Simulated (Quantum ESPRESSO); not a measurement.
Al under changes of volume

One of the cells (16.603 Å³/atom); the others are scaled copies at fixed shape and fractional positions:

```
Al
1.0
     0.00000    2.02481    2.02481
     2.02481    0.00000    2.02481
     2.02481    2.02481    0.00000
Al
1
Direct
  0.00000 0.00000 0.00000
```

```yaml
Program: Quantum ESPRESSO 7.5
Functional: PBEsol
Potentials_or_basis: PseudoDojo 0.4.1 SR PBEsol standard
Cutoff: 544 eV
Density_cutoff: 2177 eV
k_mesh: 11 × 11 × 11
Occupations: fermi-dirac, width 0.05 eV
Spin: no spin polarisation
```

```tsv
volume (Å³/atom)	energy over the lowest point (meV/atom)	pressure (GPa)
15.607	5.49	3.3
15.939	0.81	1.3
16.271	0.00	-0.5
16.603	2.67	-2.1
16.935	8.44	-3.5
17.267	?	?
17.599	28.03	-5.9
```

Question: What does the run at 17.267 Å³/atom give?

Answer: Energy over the lowest point 16.99 meV/atom; pressure -4.7 GPa.

Worked out: A Birch-Murnaghan fit of order 3 (a polynomial in V^(-2/3)) to the other rows has its minimum at 16.18 Å³/atom with B0 = V·E''(V) = 84 GPa and B' = 4.4. It gives 16.99 meV/atom at 17.267 Å³/atom, against the run's 16.99, and -dE/dV = -4.7 GPa, against -4.7.

Energies are extrapolated to zero smearing.
